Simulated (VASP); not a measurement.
A run of VASP 6.6.1:

INCAR

```
ALGO     = Normal         # electronic algorithm
EDIFF    = 1E-6           # SCF threshold, eV
EDIFFG   = -0.01          # ionic threshold
ENCUT    = 600            # plane-wave cutoff, eV
GGA      = PE             # functional
IBRION   = 2              # ionic algorithm
ISIF     = 3              # what is computed and relaxed
ISMEAR   = 0              # smearing method
LASPH    = True           # aspherical terms in the spheres
LCHARG   = False          # write CHGCAR
LREAL    = False          # projectors in reciprocal space
LWAVE    = False          # write WAVECAR
NELM     = 80             # most SCF steps
NSW      = 90             # ionic steps
PREC     = Accurate       # precision mode
SIGMA    = 0.03           # smearing width, eV
```

KPOINTS

```
k-points
0
Gamma
  10 10 10
```

Contents of POSCAR:

```
AlAs
1.0
    0.0000000000      2.8304000000      2.8304000000
    2.8304000000      0.0000000000      2.8304000000
    2.8304000000      2.8304000000      0.0000000000
Al As
1 1
Direct
    0.0000000000      0.0000000000      0.0000000000
    0.2500000000      0.2500000000      0.2500000000
```

Potentials or basis: VASP PAW PBE potentials, release 64 (Al, As).

Launch:

```sh
$ cat potpaw_PBE.64/Al/POTCAR potpaw_PBE.64/As/POTCAR > POTCAR
$ mpirun -np 1 vasp_std > vasp.out
```

Hardware: 1 thread of AMD EPYC 7R13 Processor (Zen 3) (shared host).

Question: How long does it take, and how much memory?

Answer: Run time: 31 s on 1 thread of AMD EPYC 7R13 Processor (Zen 3), on a shared host, peak memory 0.17 GiB. Counts: scf iterations 25, k points 47, ion steps 3.
